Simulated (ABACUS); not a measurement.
Wanted: the native input for an ABACUS 3.10.1 run.

```yaml
Task: single point
Functional: PBE
Potentials_or_basis: PseudoDojo NC SR 0.4.1 PBE standard
Cutoff: 1333 eV
Density_cutoff: 5333 eV
Basis: plane waves
k_mesh: 9 × 9 × 9
Occupations: fermi-dirac, width 0.05 eV
Spin: collinear spin, ferromagnetic start
Starting_moments: "[1.0, 0.0, 0.0] μB"
Radial_cutoff_of_the_potentials_pseudo_rcut: 10 bohr
SCF_threshold_on_the_density: 1e-08
Max_SCF_steps: 100
Eigensolver: dav
Mixing: broyden
Mixing_share: 0.4
Symmetry_key: 1
```

Si2Ni:

```
CELL_PARAMETERS angstrom
0.00000 2.70300 2.70300
2.70300 0.00000 2.70300
2.70300 2.70300 0.00000
ATOMIC_POSITIONS crystal
Ni 0.00493 0.00989 0.99540
Si 0.75332 0.75088 0.76642
Si 0.24470 0.25296 0.25518
```

The cell isn't the ideal one: atoms moved at random, drawn with an rms of 0.05 Å.

These files were run (other wordings do the same):

INPUT

```
INPUT_PARAMETERS
suffix              Si2Ni
calculation         scf
basis_type          pw
pseudo_dir          ./
symmetry            1
dft_functional      pbe
ecutwfc             98
pseudo_rcut         10
nspin               2
nbands              18
ks_solver           dav
smearing_method     fd
smearing_sigma      0.00367493
scf_thr             1e-08
scf_nmax            100
mixing_type         broyden
mixing_beta         0.4
cal_force           1
cal_stress          1
kpar                4
```

STRU

```
ATOMIC_SPECIES
Ni 58.6934 Ni.upf
Si 28.0850 Si.upf

LATTICE_CONSTANT
1.8897261246

LATTICE_VECTORS
0.0000000000 2.7030000000 2.7030000000
2.7030000000 0.0000000000 2.7030000000
2.7030000000 2.7030000000 0.0000000000

ATOMIC_POSITIONS
Direct

Ni
0.0
1
0.0049260000 0.0098940000 -0.0046020000 1 1 1 mag 1

Si
0.0
2
0.7533160000 0.7508790000 0.7664170000 1 1 1 mag 0
0.2446960000 0.2529610000 0.2551780000 1 1 1 mag 0
```

KPT

```
K_POINTS
0
Gamma
9 9 9 0 0 0
```

Potentials or basis: PseudoDojo NC SR 0.4.1 PBE standard, plane waves.

Run with:

```bash
$ OMP_NUM_THREADS=1 mpirun -np 4 abacus > log
```

Results of the run:

- Pressure: 4.1 GPa
- Largest force: 0.465 eV/Å
- Band gap on the k mesh: none (metal or under the smearing width)
- Net moment: 0.00 μB per cell
- Absolute moment: 0.00 μB per cell

Wall time 3.7 min on 4 MPI ranks on Intel(R) Xeon(R) Platinum 8488C (Sapphire Rapids), on a shared host, peak memory 1.4 GiB a rank.
